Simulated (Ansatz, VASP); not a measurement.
# CdTe: VASP beside Ansatz

Contents of INCAR:

```
SYSTEM = CdTe
  PREC = Accurate
  ENCUT = 600
  EDIFF = 1E-6
  ISMEAR = 0
  SIGMA = 0.01
  LREAL = .False.
  LASPH = .True.
  NELM = 100
  ALGO = Normal
  ISIF = 3
  LWAVE = .False.
  LCHARG = .False.
  GGA = CA
  IBRION = 2
  NSW = 80
  EDIFFG = -0.001
```

File KPOINTS:

```
regular mesh
0
Gamma
  8 8 8
  0 0 0
```

File POSCAR:

```
CdTe
1.0
    0.0000000000      3.2050000000      3.2050000000
    3.2050000000      0.0000000000      3.2050000000
    3.2050000000      3.2050000000      0.0000000000
Cd Te
1 1
Direct
    0.0000000000      0.0000000000      0.0000000000
    0.7500000000      0.7500000000      0.7500000000
```

Input for Ansatz:

```yaml
crystal:
  lattice:
    - [0.0, 3.205, 3.205]
    - [3.205, 0.0, 3.205]
    - [3.205, 3.205, 0.0]
  atoms:
    - { symbol: Cd, position: [0.0, 0.0, 0.0] }
    - { symbol: Te, position: [0.75, 0.75, 0.75] }
basis:
  ecutwfc: 420
kpoints:
  mp_grid: { grid: [8, 8, 8] }
hamiltonian:
  xc: lda
scf:
  occupations: { method: fixed }
output:
  forces: true
  stress: true
  eigenvalues: true
relax:
  adjacent_minimum: "off"
  f_tol: 0.001
  max_steps: 60
  cell: { stress_tol: 0.01 }
```

Alike in both runs: task relaxation of cell and atoms; functional LDA; k mesh 8 × 8 × 8; no spin polarisation.

|  | VASP | Ansatz |
| --- | --- | --- |
| version | VASP 6.6.1 | Ansatz 0.2.0 |
| potentials or method | VASP PAW LDA potentials, release 64 (Cd, Te) | scalar-relativistic, plane waves, PAW |
| plane-wave cutoff (eV) | 600 | 420 |
| occupations | gaussian, width 0.01 eV | fixed |
| valence electrons in the cell | 18 | 36 |

|  | VASP | Ansatz | Ansatz less VASP |
| --- | --- | --- | --- |
| gap on the k mesh at the Fermi level, each at its own relaxed structure (eV) | 0.64 | 0.61 | -0.026 |
| relaxed volume (Å³/atom) | 33.07 | 32.90 | -0.166 |
| relaxed cell length with the largest relative difference (Å) | 4.539 | 4.532 | -0.0076 |

The two sets of potentials don't hold the same shells in valence.

Caveats: spin-orbit coupling is left out, which moves the levels of the heavy elements.
